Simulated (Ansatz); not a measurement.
The cell comes from COD entry 9006499, which wasn't checked; take it as a given geometry. It was measured hot, at 2171 K.

A run on W: DFT, PBE, all-electron LAPW, scalar-relativistic (Ansatz 0.2.0). The input:

```yaml
crystal:
  lattice:
    - [-1.5973, 1.5973, 1.5973]
    - [1.5973, -1.5973, 1.5973]
    - [1.5973, 1.5973, -1.5973]
  atoms:
    - { symbol: W, position: [0.0, 0.0, 0.0] }
kpoints:
  mp_grid: { grid: [14, 14, 14] }
scf:
  occupations: { method: fermi_dirac, width: 0.08 }
hamiltonian:
  xc: pbe
  pseudopotentials:
    kind: all_electron
    lapw: { basis_error: 0.001, muffin_tin_radii: { W: 1.549 } }
output:
  forces: true
  stress: true
  eigenvalues: true
```

Task: Is the run sound, and if not, why?

Result: No. The input was rejected before any iteration. The typed spheres overlap: twice 1.549 Å exceeds the shortest distance, 2.767 Å; smaller radii, or none typed, cure it. It says:
```
Error: `kind: all_electron` solves this crystal on LAPW (the input types lapw, or this build lists no dataset of some species for it), and no LAPW basis is found for it: the given muffin-tin radii of W and W, or the smallest supported ones, add up to 3.098 Å, and 2.767 Å are free between these atoms; give smaller radii, or leave one out; where each species has a listed dataset, leave lapw and dirac_shells out and run without spin–orbit coupling, or set another kind (and leave the keys of all_electron out)
```
 The same cell converged in the base run, which differs by not having this change: all sphere radii typed as 1.549 A.
